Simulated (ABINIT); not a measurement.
Crystal: Ba.

```
Ba
1.0
     0.00000    3.23267    3.23267
     3.23267    0.00000    3.23267
     3.23267    3.23267    0.00000
Ba
1
Direct
  0.00000 0.00000 0.00000
```

This isn't the form of Ba at room conditions, which is bcc.

Base run:

* Program: ABINIT 10.8.3 (patched build)
* Functional: AM05
* Potentials or basis: JTH PAW PBE v2.0
* Cutoff: 490 eV
* k mesh: 7 × 7 × 7
* Occupations: fermi-dirac, width 0.05 eV
* Spin: no spin polarisation

Its results: pressure -0.6 GPa.

Problem. The run is repeated on the same cell with these changes: functional from AM05 to r2SCAN. What comes out?

Solution. Pressure 0.1 GPa.

Caveats: this set's barium file shifts pressures by 1.5 GPa and gaps by 0.1 eV against other sets; the PAW data sets were made with another functional, which shifts forces and pressure a little.
